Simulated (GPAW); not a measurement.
# GaN (F-43m): one start, several treatments of the self-energy

Aim: compare treatments of exchange, screening and correlation for the gap of GaN (F-43m).

Method: PBE and many-body steps on it, plane waves, in GPAW 26.7.0.

**The experiments to reproduce.**

- Gap 3.23 eV: absorption onset (direct gap at Gamma) of unexcited film, from imaginary part of dielectric function; spectroscopic ellipsometry (steady-state reference of time-resolved measurement); 300 K; film on 3C-SiC/Si(001) (“Femtosecond pump-probe absorption edge spectroscopy of cubic GaN”, 2022, arxiv:2206.02223).

Report form: the programs' logs are mostly left out.

### 1. The structure

Symmetry: F-43m, No. 216, cubic system. Conventional cell: a = 4.507 Å, b = 4.507 Å, c = 4.507 Å, α = 90.00°, β = 90.00°, γ = 90.00°. Nearest to Ga lie 4 N at 1.95 Å. Nearest to N lie 4 Ga at 1.95 Å. Farther neighbours and most contacts between anions are not listed.

As a file:

```cif
data_structure
_symmetry_space_group_name_H-M 'F-43m'
_symmetry_Int_Tables_number 216
_cell_length_a 4.5070
_cell_length_b 4.5070
_cell_length_c 4.5070
_cell_angle_alpha 90.000
_cell_angle_beta 90.000
_cell_angle_gamma 90.000
_cell_volume 91.55
loop_
_atom_site_label
_atom_site_type_symbol
_atom_site_symmetry_multiplicity
_atom_site_Wyckoff_symbol
_atom_site_fract_x
_atom_site_fract_y
_atom_site_fract_z
_atom_site_occupancy
Ga1 Ga 4 a 0.00000 0.00000 0.00000 1
N1 N 4 c 0.25000 0.25000 0.25000 1
```

The cell and positions are those that the Materials Project relaxed with its own functionals (PBE, PBE+U or r2SCAN), kept fixed. This is not the form that GaN usually takes at ambient conditions.

### 2. Empty states on the mesh, 6×6×6 mesh, 130 bands

This step: GPAW 26.7.0; DFT, PBE, plane waves, PAW.

The sums over transitions need many empty states on a uniform mesh; this step solves for them.

Input file run.py:

```python
import json
import numpy as np
from gpaw.mpi import world
from gpaw import GPAW

calc = GPAW('gs.gpw').fixed_density(kpts={'size': (6, 6, 6), 'gamma': True},
    parallel={'domain': 1, 'band': 1},
    txt='nscf.txt')
calc.diagonalize_full_hamiltonian(nbands=130)
calc.write('full.gpw', mode='all')
res = {}
kpts = calc.get_ibz_k_points()
res['kpts'] = kpts
res['eigenvalues'] = [calc.get_eigenvalues(kpt=k) for k in range(len(kpts))]
res['n_electrons'] = calc.get_number_of_electrons()

if world.rank == 0:
    with open('result.json', 'w') as f:
        json.dump(res, f, default=lambda x: x.tolist())
```

Command:

```
> mpirun -n 4 gpaw python run.py
```

It took 5.4 s on 4 MPI ranks of Intel Xeon Platinum 8488C (Sapphire Rapids), shared host; peak memory 0.78 GiB; 21 s of CPU time.

Numbers from this step:

```
gap                                                           : 1.804 eV
k of the valence top                                          : 0, 0, 0
k of the conduction bottom                                    : 0, 0, 0
least direct gap                                              : 1.804 eV
k points computed                                             : 16
lowest point of the top converged band, above the valence top : 164.4164 eV
```

On this mesh the gap is 1.804 eV.

### 3. G0W0, Godby-Needs plasmon pole

G0W0 replaces the xc potential by the self-energy, built once from these orbitals. Only a window of levels is corrected, while the sums run over the empty bands that the input names.

This step: G0W0 with a vertex from the rALDA kernel on PBE, plane waves, PAW.

Input file run.py:

```python
import json
import numpy as np
from gpaw.mpi import world
from gpaw.response.g0w0 import G0W0

gw = G0W0('full.gpw',
    filename='gw',
    kpts=[0],
    bands=(2, 6),
    ecut=175,
    nbands=120,
    integrate_gamma='WS',
    ppa=True,
    xc='rALDA',
    fxc_mode=None,
    fxc_modes=['GWP', 'GWS', 'GWG'],
    do_GW_too=True)
gw.calculate()
res = {mode: {k: v for k, v in r.items() if k != 'sigma_eskwn'}
       for mode, r in gw.all_results.items()}

if world.rank == 0:
    with open('result.json', 'w') as f:
        json.dump(res, f, default=lambda x: x.tolist())
```

Command:

```
> mpirun -n 4 gpaw python run.py
```

Wall time 2.7 min (4 MPI ranks); peak memory 2 GiB; 11 min of CPU time.

Numbers from this step:

```
gap with the vertex in the polarisability    : 3.145 eV
gap with the vertex in the self-energy       : 3.384 eV
gap with the vertex in both                  : 3.271 eV
G0W0 gap on the points computed              : 3.258 eV
least direct G0W0 gap on the computed points : 3.258 eV
Z at the valence top                         : 0.7802
Z at the conduction bottom                   : 0.8127
starting gap on the mesh                     : 1.804 eV
k of the valence top                         : 0, 0, 0
k of the conduction bottom                   : 0, 0, 0
```

The gap on the mesh goes from 1.80 eV to 3.26 eV, a correction of +1.45 eV.

### 4. G0W0 with rALDA vertex

Edit run.py of step 3 so:

```diff
@@ -9,4 +9,4 @@
     bands=(2, 6),
-    ecut=175,
-    nbands=120,
+    ecut=105,
+    nbands=55,
     integrate_gamma='WS',
@@ -14,5 +14,3 @@
     xc='rALDA',
-    fxc_mode=None,
-    fxc_modes=['GWP', 'GWS', 'GWG'],
-    do_GW_too=True)
+    fxc_mode='GWG')
 gw.calculate()
```

Command:

```
> mpirun -n 4 gpaw python run.py
```

The job ended after 37 s (4 MPI ranks; peak memory 1.4 GiB; 2.5 min of CPU time).

This step gave:

| Property | Result |
| --- | --- |
| quasiparticle gap on the points computed | 3.177 eV |
| least direct quasiparticle gap on the computed points | 3.177 eV |
| Z at the valence top | 0.7870 |
| Z at the conduction bottom | 0.8226 |
| starting gap on the mesh | 1.804 eV |
| k of the valence top | 0, 0, 0 |
| k of the conduction bottom | 0, 0, 0 |

Against G0W0 in GPAW (6×6×6 mesh, 120 bands, screening to 175 eV, Godby-Needs plasmon pole), the gap moves by −0.080 eV.

### 5. Side by side

Times are wall times on 4 MPI ranks of Intel Xeon Platinum 8488C (Sapphire Rapids), shared host, good to a factor of about two.

| run | mesh | bands | screening cutoff (eV) | DFT gap (eV) | gap on the mesh (eV) | direct (eV) | time |
| --- | --- | --- | --- | --- | --- | --- | --- |
| G0W0, Godby-Needs plasmon pole | 6×6×6 | 120 | 175 | 1.804 | 3.258 | 3.258 | 2.7 min |
| G0W0 with rALDA vertex | 6×6×6 | 55 | 105 | 1.804 | 3.177 | 3.177 | 37 s |

### 6. Results

```
G0W0, Godby-Needs plasmon pole : 3.258 eV
G0W0 with rALDA vertex         : 3.177 eV
known limits                   : not at the basis limit; no spin-orbit coupling
```

G0W0 with rALDA vertex: −0.080 eV against G0W0, Godby-Needs plasmon pole, at other bands or cutoff, so not like for like. With the rALDA kernel as a vertex the gap is 3.14 eV (in the polarisability), 3.38 eV (in the self-energy) and 3.27 eV (in both), against 3.26 eV without. Against experiment, by G0W0, Godby-Needs plasmon pole: the direct gap of 3.26 eV lies +0.03 eV from the measured 3.23 eV (exciton, 300 K, on 3C-SiC/Si(001), 2022). An exciton line or allowed optical edge lies below the quasiparticle gap by the binding energy; a forbidden edge can push the onset above it. These are gaps on the mesh, at modest bands and cutoff. The calculation has static nuclei and no excitons; a measured gap holds zero-point and thermal motion, which mostly lowers it. Bands and cutoff are finite, so the gap is not at the basis limit. The miss can reach some tenths of an eV and take either sign; the mesh is an error of its own. These stock PAW sets were not made for GW; the filled d or f shell of Ga lies in the frozen core, which bears on start and correction. In the G0W0 runs levels were corrected at 1 k point alone, so a gap called «on the mesh» is the least over those, and an edge elsewhere would be missed. The many-body steps are scalar-relativistic: spin-orbit coupling is not in them.

[Paths, hosts, dates, memory and timing lines, banners, echoed tables and standing remarks are left out of the program output.]

[Logs are printed without paths, hosts, clocks, repeated set-up lines and the standing remarks that a program may print on its own settings, such as how far it seeks lower states.]

[Runs of the session that timed out or met a known fault of the program may be left out.]

[Hosts, paths, dates, database ids (printed as entryN), source tags and the programs' standing remarks are cut or masked in the printed files.]
